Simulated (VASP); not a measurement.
Here is a VASP 6.6.1 calculation.

Contents of INCAR:

```
SYSTEM = Si
PREC = Accurate
ENCUT = 520
EDIFF = 1E-6
ISMEAR = 0
SIGMA = 0.02
LREAL = .FALSE.
LASPH = .TRUE.
NELM = 100
ALGO = Fast
ISIF = 2
LWAVE = .FALSE.
LCHARG = .FALSE.
LOPTICS = .TRUE.
NBANDS = 36
NEDOS = 1000
CSHIFT = 0.1
```

KPOINTS

```
Automatic mesh
0
G
  11 11 11
  0 0 0
```

Contents of POSCAR:

```
Si
1.0
   -2.3713723045      2.3713723045      1.3292653899
    2.3713723045     -2.3713723045      1.3292653899
    2.3713723045      2.3713723045     -1.3292653899
Si
2
Direct
    0.5000000000      0.5000000000      0.0000000000
    0.2500000000      0.7500000000      0.5000000000
```

Potentials or basis: VASP PAW LDA potentials, release 64 (Si).

The run is started by

```sh
$ cat potpaw_LDA.64/Si/POTCAR > POTCAR
$ mpirun -np 1 vasp_std > vasp.out
```

Problem. What does it give for the band gap on the k mesh?

Solution. None (metal or under the smearing width).

Problem. Predict the pressure.

Solution. -0.7 GPa.

Stress tensor (GPa, compression positive):
```
-0.50  0.00  0.00
 0.00 -0.50  0.00
 0.00  0.00 -1.21
```
